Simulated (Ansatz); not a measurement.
**TaS2**

```xyz
3
Lattice="3.3500 0.0000 0.0000 -1.6750 2.9012 0.0000 0.0000 0.0000 5.8600" Properties=species:S:1:pos:R:3 pbc="T T T"
Ta    0.0000    0.0000    0.0000
S     0.0000    1.9341    1.4650
S     1.6750    0.9671    4.3950
```

Atoms are numbered in the order listed.

The geometry is COD entry 1537360, unchecked; take it as a test cell. It differs from other determinations.

Spin polarisation is left out, and whether a magnetic state lies lower isn't shown here.

No spin–orbit coupling, which matters for the heavy atoms here.

All numbers are computed: DFT, PBE, all-electron LAPW, scalar-relativistic (Ansatz 0.2.0); DFT, PBE, PAW with Ansatz's default frozen-core files, scalar-relativistic (Ansatz 0.2.0).

For LAPW: a Γ-centred 8×8×4 k mesh, Fermi–Dirac smearing of 0.02 eV, basis error target 1 meV/atom, no spin polarisation. PAW takes a cutoff of 420 eV at this cell. The Ansatz runs share mesh, smearing and spin set-up. Values come from LAPW unless marked.

```
Band gap        : none: with an odd electron count and no spin polarisation the bands can't all be full, a metal in this set-up (spin order or a larger cell could open a gap)
Volume per atom : 18.98 Å³
```

Problem. Pressure at this cell: what does the calculation give?

Solution. 9.07 GPa.

Problem. Give the computed value. Largest force.

Solution. 1.214 eV/Å on S2.

Problem. Give the computed value. Löwdin charges (with 0.19 e of the cell spilling out of the atomic basis, so their sizes and signs hang on that basis).

Solution. Ta1 0.56, S2 -0.18 e.

Problem. Bader charges (from the PAW run): what does the calculation give?

Solution. Ta1 +1.86, S2 -0.93 e.

Problem. Density of states at the Fermi level (0.2 eV bin): what does the calculation give?

Solution. 2.50 states/eV per cell.

Problem. Stress xx, yy, zz (compression positive): what does the calculation give?

Solution. 7.60, 7.60, 12.02 GPa.
